**Can $F^0$ and $G^2$ of a highly charged fluorine-like ion be estimated by hand?**

I have these Dirac-Hartree-Fock results for nine-electron ions:

Nine-electron ions, [He] 2s2 2p5, computed with B-spline radial code 1: Dirac-Coulomb Hartree-Fock for the average of the nl configuration, at the basis-set limit, with a Fermi nucleus. F0 and G2 are unscreened Slater integrals between the 2p1/2 and 2p3/2 orbitals, with large and small components included; <r> is the mean radius of an orbital.

| species | Z | charge (e) | F0(2p1/2,2p3/2) (eV) | G2(2p1/2,2p3/2) (eV) | G2/F0 | <r>(2p1/2) (bohr) | <r>(2p3/2) (bohr) |
| --- | --- | --- | --- | --- | --- | --- | --- |
| In40+ | 49 | 40 | 230.22 | 106.80 | 0.464 | 0.10513 | 0.10996 |
| Sn41+ | 50 | 41 | 235.66 | 109.17 | 0.463 | 0.10259 | 0.10752 |
| Sb42+ | 51 | 42 | 241.13 | 111.54 | 0.463 | 0.10016 | 0.10518 |
| Te43+ | 52 | 43 | 246.63 | 113.91 | 0.462 | 0.097818 | 0.10294 |
| I44+ | 53 | 44 | 252.15 | 116.28 | 0.461 | 0.095568 | 0.10079 |
| Xe45+ | 54 | 45 | 257.69 | 118.65 | 0.460 | 0.093402 | 0.098726 |
| Cs46+ | 55 | 46 | 263.26 | 121.01 | 0.460 | 0.091316 | 0.096741 |

Both integrals look almost linear in $Z$, but G2/F0 drifts down and never reaches the hydrogenic 45/93. Is there a pocket-calculator rule for such integrals? How good is it, why does the ratio fall, and how far along the sequence can I trust it?

**Answer**

At a charge of 40 or more the nucleus dominates, and a 2p electron moves in nearly a bare Coulomb field. A Slater integral is a repulsion energy between two charge clouds, so it goes as the inverse size of the orbitals, and that size goes as one over a screened nuclear charge. Relativity then does two separate things. It shrinks the orbitals, 2p1/2 more than 2p3/2, which raises any repulsion. It also moves part of each electron into a small component whose radial shape differs between the two $j$ values. The direct integral hardly notices the second effect, whereas the exchange integral loses about as much to it as it gains from the first.

With large and small radial components $P$ and $Q$, labels 1 for 2p1/2 and 3 for 2p3/2, and $r_<$, $r_>$ the smaller and larger of $r$ and $s$,

$$F^0=\iint (P_1^2+Q_1^2)(r)\,\frac{1}{r_>}\,(P_3^2+Q_3^2)(s)\,dr\,ds,$$

$$G^2=\iint \rho_{13}(r)\,\frac{r_<^2}{r_>^3}\,\rho_{13}(s)\,dr\,ds,\qquad \rho_{13}=P_1P_3+Q_1Q_3 .$$

$F^0$ is the repulsion of two densities that each hold one electron. $G^2$ is the quadrupole self-repulsion of the overlap density $\rho_{13}$. The columns $\langle r\rangle$ are the mean radii $r_1$ and $r_3$, and $\bar r$ below is their average.

**Building the rule**

Without relativity both orbitals share one radial function. For a hydrogenic 2p function the integrals are $F^0=\frac{93}{512}Z$ and $G^2=F^2=\frac{45}{512}Z$ hartree, which is 4.943 and 2.392 eV per unit of $Z$, and $\langle r\rangle=5/Z$ bohr. The ratio 45/93 = 0.484 comes from here. The other eight electrons are allowed for by $Z\to Z-\sigma$.

For the contraction, let $x=(Z\alpha)^2$ with $\alpha\approx 1/137$; it runs from 0.128 to 0.161 in the table. Expanding the Dirac hydrogenic mean radius to first order in $x$ multiplies $5/Z$ by $1-7x/16$ for 2p1/2 and by $1-x/10$ for 2p3/2. The ratio of radii is then $1-27x/80$, which gives 0.957 for In40+ against 0.956 from the table and 0.946 for Cs46+ against 0.944. The average shrinks by $43x/160=0.269x$, and $F^0$ should rise by about as much. Numerical integration over exact point-nucleus Dirac hydrogenic orbitals gives $0.275x$ at small $Z$, so the radius is a good proxy.

The table confirms this for $F^0$. Eliminating $Z$ gives a rule with no parameter, $F^0=24.71\ \text{eV bohr}/\bar r$, which is low by 0.16 to 0.18 % of the tabulated value in every row. The same step for exchange, $G^2=11.96\ \text{eV bohr}/\bar r$, is too high by 4.1 % of the tabulated value at In40+ and 5.1 % at Cs46+. Size fixes the direct integral and fails to fix the exchange integral.

**What $G^2$ loses**

Uniform shrinking cannot lower a ratio of two integrals, since both scale alike. The same calculation shows this: within 2p3/2 alone $F^2/F^0$ is 0.4783 in both In40+ and Cs46+, although the orbital shrinks from 0.110 to 0.097 bohr.

The growing difference in radius acts in the right direction but is too weak. Two functions $r^2e^{-\zeta r}$ with mean radii $r_1$ and $r_3$ have overlap $S=[2\sqrt{r_1r_3}/(r_1+r_3)]^5$, and $G^2$ is reduced by $S^2$. With the tabulated radii the loss is 0.25 % for In40+ and 0.4 % for Cs46+, about a tenth of what is missing or less. It is quadratic in the mismatch and hence of order $x^2$.

The small components act at order $x$. To lowest order $Q\propto dP/dr+\kappa P/r$, with $\kappa=+1$ for 2p1/2 and $-2$ for 2p3/2. With $t=Zr$ and $P\propto t^2e^{-t/2}$ this gives $Q_1\propto(6t-t^2)e^{-t/2}$ and $Q_3\propto -t^2e^{-t/2}$. The two have the same norm, and their normalised overlap is $-\tfrac12$, because $Q_1$ has an inner lobe of the opposite sign. Each carries a weight $w\approx x/16$. In a density $P^2+Q^2$ the weight taken from $P$ comes back in $Q$, so $F^0$ always sees a full electron. In $\rho_{13}$ the large parts give $1-w$ and the small parts $-w/2$, a total of $1-3w/2$. Since $G^2$ is quadratic in $\rho_{13}$, it drops by roughly $3w=3x/16\approx0.19x$.

The Dirac hydrogenic orbitals bear this out. With the large components alone, renormalised, $G^2$ rises as $0.190x$; with the full overlap density the coefficient is $-0.004$. The large components gain less than $0.269x$ partly because the compact $Q_1$ accounts for some of the shrinkage of $r_1$. To first order $G^2$ therefore needs no relativistic factor at all. The size of $w$ is supported by the calculation, which has a small-component weight of 0.0075 for 2p1/2 in Sn41+, a little under $x/16=0.0083$ as screening would suggest. The division of $G^2$ into these parts is an argument from the one-electron model and is not a column of the table. Its consequences can be compared, however: the model puts $G^2$ below the radius rule by 3.7 % at $Z=49$ and by just under 4.8 % at $Z=55$, where the table lies about 4 % and 4.8 % below, all relative to the radius rule.

**The rule, worked on two rows**

$$F^0\approx 4.943\,(Z-4)\,(1+0.269x)\ \text{eV},\qquad G^2\approx 2.392\,(Z-4.4)\ \text{eV}.$$

The two screening constants are the only fitted numbers. Solving each formula for its constant row by row gives 3.97 to 3.95 for $F^0$ and 4.34 to 4.40 for $G^2$, and these were rounded to 4 and 4.4. All seven rows were used, so the two worked here are part of the fit.

For In40+, $x=(49/137.036)^2=0.1279$. The nonrelativistic part is $4.9427\times45=222.4$ eV, the factor is $1+0.269\times0.1279=1.0344$, and $F^0=230.1$ eV against 230.22. For exchange, $2.3916\times44.6=106.67$ eV against 106.80, and the ratio 0.464 matches the table.

For Xe45+, $x=0.1553$, so $F^0=4.9427\times50\times1.0417=257.4$ eV against 257.69, and $G^2=2.3916\times49.6=118.62$ eV against 118.65. The ratio is 0.461 against 0.460.

Relative to the table, $F^0$ is low in every row, by 0.07 % at In40+ growing to 0.10 % at Cs46+. $G^2$ is worst at In40+, about 0.12 % low, and meets the table at Cs46+. These errors are smooth and, except for $G^2$ in Cs46+, well above the rounding of the entries (0.002 to 0.005 %), so they belong to the rule. Slater's rules give $\sigma=2\times0.85+6\times0.35=3.8$ with no fitting, and $F^0$ is then 0.3 to 0.4 % high. Dropping the relativistic factor does worse: the constant needed slides from 2.4 to 1.7, and its mean leaves errors of 0.7 % at both ends.

The rule also explains the look of the columns. The steps of $F^0$ per unit $Z$ grow from 5.44 to 5.57 eV, well above 4.94, because the factor $1+0.269x$ grows along with $Z-4$. The steps of $G^2$ stay near 2.37 eV, just under the hydrogenic slope. The ratio falls because only its denominator collects the relativistic gain; formed from the two columns it decreases in every step, from 0.4639 to 0.4597, and the repeated three-digit entries are rounding. An ion one step heavier should add about 5.6 eV to $F^0$ and 2.4 eV to $G^2$.

**Where it stops**

The constants are calibrated for $Z=49$ to 55 and should not be read as true screening. They trade against the relativistic term: evaluating $x$ at $Z-\sigma$ and fitting $\sigma$ by least squares in the relative error over all rows gives 3.71 and errors within 0.09 %. With $x$ at the full $Z$ the unrounded constant 3.96 does better, within 0.025 %, but this does not show which charge belongs in $x$, because the first-order factor is itself off by more than either error. The exact hydrogenic factor for $F^0$ at $Z=55$ is 1.0469 against the first-order 1.0433, a gap larger than the error of the rule, which the constant absorbs. The upward drift of the constant for $G^2$ resembles the small higher-order loss in the model, whose factor goes from 0.998 to 0.997.

The shape of the orbitals offers a reason why $G^2$ wants 4.4 where $F^0$ wants 4. Even within 2p3/2 the ratio $F^2/F^0$ is 1.2 % below 45/93. The 2p3/2 orbital is broader for its size than a hydrogenic one: in Sn41+ the calculation has $\langle r^2\rangle/\langle r\rangle^2=1.210$, against 1.200 for the nonrelativistic hydrogenic function and 1.203 for the point-nucleus Dirac one, so most of the extra spread comes from the other electrons. Such a spread lowers the ratio. For densities $r^m e^{-cr}$, $F^2/F^0$ is 15/31 at $m=4$, the hydrogenic case, and 5/11 at $m=3$, where $\langle r^2\rangle/\langle r\rangle^2$ is 5/4. Interpolating to the spread found in Sn41+ gives 0.478, close to the calculated ratios. If the mixed pair behaves alike, somewhat under one point of the exchange deficit is a change of shape due to screening, and the one-electron model with the bare charge agrees with the table somewhat better than it deserves.

Towards heavier ions the first order in $x$ gives out. In the point-nucleus model at $Z=80$ the factor for $F^0$ is 1.107 where the rule has 1.092, and $G^2$ acquires a factor 0.986, so the formula for $F^0$ should come out low and that for $G^2$ high. Screening softens both effects and the fitted constants absorb part of them, so errors of the order of 1 % are to be expected there, not 0.1 %. Towards lighter ions the relativistic factor fades (1.006 at $Z=20$) and the screening becomes the weak point: an error of 0.2 in $\sigma$ is 0.4 % of $Z-\sigma=45$ but over 1 % of 16, and near neutrality the orbital is not hydrogenic. Another electron count needs its own constants.

Finally, the rule reproduces bare Coulomb integrals over orbitals averaged over the 2s2 2p5 configuration, not those of a single level, and without correlation or the Breit interaction. An accuracy of 0.1 % refers to that calculation. Parameters fitted to spectra are usually smaller, and $F^0$ is strongly screened in a solid.
